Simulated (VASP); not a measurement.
Runs of VASP 6.6.1 on MoS2. It takes space group R-3m (No. 166, trigonal). Conventional cell: a = 3.171 Å, b = 3.171 Å, c = 18.345 Å, α = 90.00°, β = 90.00°, γ = 120.00°. Mo (site symmetry -3m) is surrounded by 6 S at 2.39 Å. S (site symmetry 3m) has 3 Mo at 2.39 Å as nearest neighbours. Measurements of this composition are mostly on another form, of space group No. 194.

```tsv
task	level	potentials or basis	spin	cell	k mesh	cutoff (eV)	smearing	mesh quality	gap on the mesh (eV)	pressure (GPa)	largest force (eV/Å)
single point	PBEsol	VASP PAW PBE potentials, release 64 (Mo_sv, S)	SOC, no magnetisation	as given	8 × 8 × 8	750	gaussian 0.02 eV	not flagged	-	3.0	0.76
relaxation of cell and atoms	PBE	VASP PAW PBE potentials, release 64 (Mo_sv, S)	off	relaxed	10 × 10 × 10	600	fermi-dirac 0.05 eV	not flagged	none	-0.1	0.01
single point	PBE	VASP PAW PBE potentials, release 64 (Mo, S)	off	as given	10 × 10 × 10	500	gaussian 0.1 eV	not flagged	none	8.0	1.07
single point	PBE	VASP PAW PBE potentials, release 64 (Mo_sv_GW, S_GW)	off	as given	4 × 4 × 4	450	gaussian 0.02 eV	coarse	none	(b)	(a)
single point	PBE	VASP PAW PBE potentials, release 64 (Mo_sv_GW, S_GW)	off	as given	5 × 5 × 5	500	gaussian 0.02 eV	coarse	none	7.4	0.92
```

**Question.** Estimate the missing entries.

**Answer.** (a) 0.79; (b) 8.4.

Caveats: some runs use coarse meshes; the cell's inner coordinates are idealised or old, which leaves forces on the atoms (some runs); the PAW data sets were made with another functional, which shifts forces and pressure a little (some runs).

A k mesh can miss the band edges, and rows without SOC leave out spin-orbit coupling on Mo.

A gap of «none» marks a metal or a gap under the smearing width.

The runs don't all hold the same shells in valence.
